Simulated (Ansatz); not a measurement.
Crystal: Dy, fcc type, 1 atom in the cell.

These are results of Ansatz, PBE, plane waves, PAW datasets (generated soft set 1), not measurements.

Cutoff 420 eV; k-mesh 37×37×37 Γ-centred; Fermi–Dirac smearing of 0.0612 eV; no spin polarisation; no spin–orbit coupling.

```
V (Å³/atom)   a (Å)  E − E(min) (meV/atom)  P (GPa)
     30.523  4.9609                   5.85     1.04
     31.173  4.9959                   2.43     0.65
     31.822  5.0303                   0.52     0.29
     32.472  5.0643                   0.00    -0.04
     33.121  5.0979                   0.77    -0.34
     33.770  5.1310                   2.71    -0.62
     34.420  5.1636                   5.74    -0.88
```

Fit a third-order Birch–Murnaghan equation of state to the energies.

V₀ = 32.400 Å³/atom (a₀ = 5.061 Å), B₀ = 15.9 GPa, B₀′ = 3.12.

The published all-electron PBE values for this crystal (mean of FLEUR and WIEN2k, k-spacing 0.06 Å⁻¹; Bosoni et al., Nat. Rev. Phys. 6, 45 (2024)) are V₀ = 32.477 Å³/atom, B₀ = 15.6 GPa, B₀′ = 3.11.

The stress includes the program's correction for the finite plane-wave basis.

This cubic structure is a model: it isn't the usual form of the substance at ambient conditions, and such phases are metastable or hypothetical. The open f shell is treated without spin here, so this is a model state and not the ground state.
